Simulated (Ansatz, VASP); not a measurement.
**WS2 in VASP and in Ansatz**

```
W S
1.0
     3.24595    0.00000    0.00000
    -1.62298    2.81108    0.00000
     0.00000    0.00000   17.28303
W S
1 2
Direct
  0.00000 0.00000 0.00000
  0.33333 0.66667 0.09200
  0.33333 0.66667 0.90800
```

Change from the starting cell: volume scaled by 1.06.

Alike in both runs: task single point; functional PBEsol; k mesh 10 × 10 × 2; occupations fermi-dirac, width 0.05 eV; no spin polarisation.

|  | VASP | Ansatz |
| --- | --- | --- |
| version | VASP 6.6.1 | Ansatz 0.2.0 |
| potentials or method | VASP PAW PBE potentials, release 64 (W_sv, S) | Ansatz PAW |
| plane-wave cutoff (eV) | 520 | 420 |
| valence electrons in the cell | 26 | 26 |

Ansatz gave:

| Quantity | Value |
| --- | --- |
| gap on the k mesh at the Fermi level (eV) | 1.82 |
| least direct gap on the mesh (eV) | 1.98 |
| rms of the force components (eV/Å) | 0.508 |

**Question.** What did VASP give for the same quantities?

**Answer.** gap on the k mesh at the Fermi level (eV): 1.83; least direct gap on the mesh (eV): 1.99; rms of the force components (eV/Å): 0.499.

Atom by atom the forces differ by 0.009 eV/Å (rms over components). With one functional, cell and mesh, what is left measures potentials, basis and numerics.

Caveats: spin-orbit coupling is left out, which moves the levels of the heavy elements; the PAW data sets were made with another functional, which shifts forces and pressure a little (VASP); the PAW data sets come from PBE, with cores solved anew for the run's functional, which leaves a small shift of forces and pressure (Ansatz).
